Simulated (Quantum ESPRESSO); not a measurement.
# Ti (Im-3m) in Quantum ESPRESSO: notebook, part 2 of 2

Quantum ESPRESSO 7.5. Earlier steps stand in the parts before.

## Step 5: Band structure, PBE, spin-orbit coupling, no magnetisation

File pw.in:

```
&CONTROL
  calculation = 'scf'
  prefix = 'pwscf'
  outdir = './tmp'
  pseudo_dir = './pseudo'
  tprnfor = .true.
  tstress = .true.
  disk_io = 'low'
/
&SYSTEM
  ibrav = 0
  nat = 1
  ntyp = 1
  ecutwfc = 84
  nbnd = 24
  occupations = 'smearing'
  smearing = 'fd'
  degauss = 0.00367493
  noncolin = .true.
  lspinorb = .true.
/
&ELECTRONS
  conv_thr = 2d-10
  electron_maxstep = 120
  mixing_beta = 0.5
/
ATOMIC_SPECIES
Ti    47.8670 Ti.upf
CELL_PARAMETERS angstrom
  -1.6410000000    1.6410000000    1.6410000000
   1.6410000000   -1.6410000000    1.6410000000
   1.6410000000    1.6410000000   -1.6410000000
ATOMIC_POSITIONS angstrom
Ti     0.0000000000    0.0000000000    0.0000000000
K_POINTS automatic
11 11 11 0 0 0
```

File bands.in:

```
&CONTROL
  calculation = 'bands'
  prefix = 'pwscf'
  outdir = './tmp'
  pseudo_dir = './pseudo'
  disk_io = 'low'
  verbosity = 'high'
/
&SYSTEM
  ibrav = 0
  nat = 1
  ntyp = 1
  ecutwfc = 84
  nbnd = 24
  occupations = 'smearing'
  smearing = 'fd'
  degauss = 0.00367493
  noncolin = .true.
  lspinorb = .true.
/
&ELECTRONS
  conv_thr = 1d-08
  electron_maxstep = 120
  mixing_beta = 0.5
  diago_full_acc = .true.
  startingwfc = 'random'
/
ATOMIC_SPECIES
Ti    47.8670 Ti.upf
CELL_PARAMETERS angstrom
  -1.6410000000    1.6410000000    1.6410000000
   1.6410000000   -1.6410000000    1.6410000000
   1.6410000000    1.6410000000   -1.6410000000
ATOMIC_POSITIONS angstrom
Ti     0.0000000000    0.0000000000    0.0000000000
K_POINTS crystal
60
 0.0000000000  0.0000000000  0.0000000000 1
 0.0416666667 -0.0416666667  0.0416666667 1
 0.0833333333 -0.0833333333  0.0833333333 1
 0.1250000000 -0.1250000000  0.1250000000 1
 0.1666666667 -0.1666666667  0.1666666667 1
 0.2083333333 -0.2083333333  0.2083333333 1
 0.2500000000 -0.2500000000  0.2500000000 1
 0.2916666667 -0.2916666667  0.2916666667 1
 0.3333333333 -0.3333333333  0.3333333333 1
 0.3750000000 -0.3750000000  0.3750000000 1
 0.4166666667 -0.4166666667  0.4166666667 1
 0.4583333333 -0.4583333333  0.4583333333 1
 0.5000000000 -0.5000000000  0.5000000000 1
 0.4375000000 -0.4375000000  0.5000000000 1
 0.3750000000 -0.3750000000  0.5000000000 1
 0.3125000000 -0.3125000000  0.5000000000 1
 0.2500000000 -0.2500000000  0.5000000000 1
 0.1875000000 -0.1875000000  0.5000000000 1
 0.1250000000 -0.1250000000  0.5000000000 1
 0.0625000000 -0.0625000000  0.5000000000 1
 0.0000000000  0.0000000000  0.5000000000 1
 0.0000000000  0.0000000000  0.4444444444 1
 0.0000000000  0.0000000000  0.3888888889 1
 0.0000000000  0.0000000000  0.3333333333 1
 0.0000000000  0.0000000000  0.2777777778 1
 0.0000000000  0.0000000000  0.2222222222 1
 0.0000000000  0.0000000000  0.1666666667 1
 0.0000000000  0.0000000000  0.1111111111 1
 0.0000000000  0.0000000000  0.0555555556 1
 0.0000000000  0.0000000000  0.0000000000 1
 0.0227272727  0.0227272727  0.0227272727 1
 0.0454545455  0.0454545455  0.0454545455 1
 0.0681818182  0.0681818182  0.0681818182 1
 0.0909090909  0.0909090909  0.0909090909 1
 0.1136363636  0.1136363636  0.1136363636 1
 0.1363636364  0.1363636364  0.1363636364 1
 0.1590909091  0.1590909091  0.1590909091 1
 0.1818181818  0.1818181818  0.1818181818 1
 0.2045454545  0.2045454545  0.2045454545 1
 0.2272727273  0.2272727273  0.2272727273 1
 0.2500000000  0.2500000000  0.2500000000 1
 0.2708333333  0.1875000000  0.2708333333 1
 0.2916666667  0.1250000000  0.2916666667 1
 0.3125000000  0.0625000000  0.3125000000 1
 0.3333333333  0.0000000000  0.3333333333 1
 0.3541666667 -0.0625000000  0.3541666667 1
 0.3750000000 -0.1250000000  0.3750000000 1
 0.3958333333 -0.1875000000  0.3958333333 1
 0.4166666667 -0.2500000000  0.4166666667 1
 0.4375000000 -0.3125000000  0.4375000000 1
 0.4583333333 -0.3750000000  0.4583333333 1
 0.4791666667 -0.4375000000  0.4791666667 1
 0.5000000000 -0.5000000000  0.5000000000 1
 0.2500000000  0.2500000000  0.2500000000 1
 0.2083333333  0.2083333333  0.2916666667 1
 0.1666666667  0.1666666667  0.3333333333 1
 0.1250000000  0.1250000000  0.3750000000 1
 0.0833333333  0.0833333333  0.4166666667 1
 0.0416666667  0.0416666667  0.4583333333 1
 0.0000000000  0.0000000000  0.5000000000 1
```

Potentials or basis: PseudoDojo 0.4 FR PBE standard.

Run with:

```sh
OMP_NUM_THREADS=1 pw.x -in pw.in > pw.out
OMP_NUM_THREADS=1 pw.x -in bands.in > bands.out
```

pw.out:

```text
This program is part of the open-source Quantum ESPRESSO suite
     for quantum simulation of materials; please cite
[... 9 lines left out ...]
     --------------------
     sticks:   dense  smooth     PW     G-vecs:    dense   smooth      PW
     Sum         727     727    221                12479    12479    2123

     Using Slab Decomposition

     bravais-lattice index     =            0
     lattice parameter (alat)  =       5.3712  a.u.
     unit-cell volume          =     119.2840 (a.u.)^3
     number of atoms/cell      =            1
     number of atomic types    =            1
     number of electrons       =        12.00
     number of Kohn-Sham states=           24
     kinetic-energy cutoff     =      84.0000  Ry
     charge density cutoff     =     336.0000  Ry
     scf convergence threshold =      2.0E-10
     mixing beta               =       0.5000
     number of iterations used =            8  plain     mixing
     Exchange-correlation= PBE
                           (   1   4   3   4   0   0   0)
     Non magnetic calculation with spin-orbit

     celldm(1)=   5.371160  celldm(2)=   0.000000  celldm(3)=   0.000000
     celldm(4)=   0.000000  celldm(5)=   0.000000  celldm(6)=   0.000000

     crystal axes: (cart. coord. in units of alat)
               a(1) = (  -0.577350   0.577350   0.577350 )
               a(2) = (   0.577350  -0.577350   0.577350 )
               a(3) = (   0.577350   0.577350  -0.577350 )

     reciprocal axes: (cart. coord. in units 2 pi/alat)
               b(1) = ( -0.000000  0.866025  0.866025 )
               b(2) = (  0.866025 -0.000000  0.866025 )
               b(3) = (  0.866025  0.866025  0.000000 )

     PseudoPot. # 1 for Ti read from file:
     Ti.upf
     Pseudo is Norm-conserving + core correction, Zval = 12.0
     Generated using ONCVPSP code by D. R. Hamann
     Using radial grid of 1586 points, 10 beta functions with:
                l(1) =   0
                l(2) =   0
                l(3) =   1
                l(4) =   1
                l(5) =   1
                l(6) =   1
                l(7) =   2
                l(8) =   2
                l(9) =   2
               l(10) =   2

     atomic species   valence    mass     pseudopotential
     Ti               12.00    47.86700     Ti( 1.00)

     48 Sym. Ops., with inversion, found

   Cartesian axes

     site n.     atom                  positions (alat units)
         1        Ti     tau(   1) = (   0.0000000   0.0000000   0.0000000  )

     number of k points=    56  Fermi-Dirac smearing, width (Ry)=  0.0037
                       cart. coord. in units 2pi/alat
        k(    1) = (   0.0000000   0.0000000   0.0000000), wk =   0.0007513
        k(    2) = (   0.0787296   0.0787296   0.0000000), wk =   0.0090158
        k(    3) = (   0.1574592   0.1574592   0.0000000), wk =   0.0090158
        k(    4) = (   0.2361887   0.2361887   0.0000000), wk =   0.0090158
        k(    5) = (   0.3149183   0.3149183   0.0000000), wk =   0.0090158
        k(    6) = (   0.3936479   0.3936479   0.0000000), wk =   0.0090158
[... 48 lines left out ...]
        k(   55) = (  -0.7872958  -0.0787296  -0.0787296), wk =   0.0060105
        k(   56) = (  -0.0000000  -0.0000000   0.7872958), wk =   0.0045079

     Dense  grid:    12479 G-vectors     FFT dimensions: (  32,  32,  32)

     Initial potential from superposition of free atoms

     starting charge      11.9984, renormalised to      12.0000
     Starting wfcs are   20 randomized atomic wfcs +    4 random wfcs

     Self-consistent Calculation

     iteration #  1     ecut=    84.00 Ry     beta= 0.50
     Davidson diagonalization with overlap
     ethr =  1.00E-02,  avg # of iterations =  3.4

     Threshold (ethr) on eigenvalues was too large:
     Diagonalizing with lowered threshold

     Davidson diagonalization with overlap
     ethr =  2.98E-04,  avg # of iterations =  1.5

     total energy              =    -118.67976050 Ry
     estimated scf accuracy    <       0.03772133 Ry

     iteration #  2     ecut=    84.00 Ry     beta= 0.50
     Davidson diagonalization with overlap
     ethr =  3.14E-04,  avg # of iterations =  2.0
[... 43 lines left out ...]
     total energy              =    -118.68976929 Ry
     estimated scf accuracy    <          2.6E-10 Ry

     iteration #  9     ecut=    84.00 Ry     beta= 0.50
     Davidson diagonalization with overlap
     ethr =  2.21E-12,  avg # of iterations =  1.2

     End of self-consistent calculation

          k = 0.0000 0.0000 0.0000 (  1505 PWs)   bands (ev):

   -43.6356 -43.6356 -19.9778 -19.9778 -19.3091 -19.3091 -19.3091 -19.3091
     6.9897   6.9897  13.8595  13.8595  13.8595  13.8595  13.8869  13.8869
    15.5954  15.5954  15.5954  15.5954  30.2154  30.2154  30.2154  30.2154

          k = 0.0787 0.0787 0.0000 (  1529 PWs)   bands (ev):

   -43.6259 -43.6259 -20.0007 -20.0007 -19.3479 -19.3479 -19.3167 -19.3167
     7.2656   7.2656  13.7438  13.7438  13.8282  13.8282  14.0695  14.0695
    15.4603  15.4603  15.6037  15.6037  29.7231  29.7232  30.1443  30.1444
[... 319 lines left out ...]
          k =-0.0000-0.0000 0.7873 (  1557 PWs)   bands (ev):

   -43.4290 -43.4290 -20.3956 -20.3956 -19.7536 -19.7536 -19.7470 -19.7470
    10.9037  10.9037  10.9157  10.9157  16.4684  16.4684  16.4941  16.4941
    16.6752  16.6752  20.5569  20.5569  21.4683  21.4683  21.5611  21.5611

     the Fermi energy is    12.8819 ev

!    total energy              =    -118.68976929 Ry
     estimated scf accuracy    <          1.3E-11 Ry
     smearing contrib. (-TS)   =      -0.00167016 Ry
     internal energy E=F+TS    =    -118.68809913 Ry

     The total energy is F=E-TS. E is the sum of the following terms:
     one-electron contribution =     -41.22190242 Ry
     hartree contribution      =      24.47265561 Ry
     xc contribution           =     -17.44308310 Ry
     ewald contribution        =     -84.49576921 Ry

     convergence has been achieved in   9 iterations

     Forces acting on atoms (cartesian axes, Ry/au):

     atom    1 type  1   force =     0.00000000    0.00000000    0.00000000

     Total force =     0.000000     Total SCF correction =     0.000000

     Computing stress (Cartesian axis) and pressure

          total   stress  (Ry/bohr**3)                   (kbar)     P=      -23.18
  -0.00015754  -0.00000000  -0.00000000          -23.18       -0.00       -0.00
  -0.00000000  -0.00015754  -0.00000000           -0.00      -23.18       -0.00
  -0.00000000  -0.00000000  -0.00015754           -0.00       -0.00      -23.18

=------------------------------------------------------------------------------=
   JOB DONE.
=------------------------------------------------------------------------------=
```

Wall time 68 s (1 thread of Arm Neoverse V2, shared host); peak memory 0.12 GiB.

Results:

```yaml
Free_energy: -1614.8566 eV
Pressure: -2.3 GPa
Band_gap_on_the_k_mesh: none (metal or under the smearing width)
```

Levels at the corners of the path, in eV from the Fermi level:
| point | band 9 | band 10 | band 11 | band 12 | band 13 | band 14 | band 15 | band 16 |
| --- | --- | --- | --- | --- | --- | --- | --- | --- |
| Γ | -5.89 | -5.89 | 0.98 | 0.98 | 0.98 | 0.98 | 1.00 | 1.00 |
| H | -2.04 | -2.04 | -2.04 | -2.04 | 3.85 | 3.85 | 3.85 | 3.85 |
| N | -2.40 | -2.40 | -0.37 | -0.37 | 1.08 | 1.08 | 2.70 | 2.70 |
| Γ | -5.89 | -5.89 | 0.98 | 0.98 | 0.98 | 0.98 | 1.00 | 1.00 |
| P | -0.62 | -0.62 | -0.59 | -0.59 | -0.59 | -0.59 | 3.10 | 3.10 |
| H | -2.04 | -2.04 | -2.04 | -2.04 | 3.85 | 3.85 | 3.85 | 3.85 |
| P | -0.62 | -0.62 | -0.59 | -0.59 | -0.59 | -0.59 | 3.10 | 3.10 |
| N | -2.40 | -2.40 | -0.37 | -0.37 | 1.08 | 1.08 | 2.70 | 2.70 |
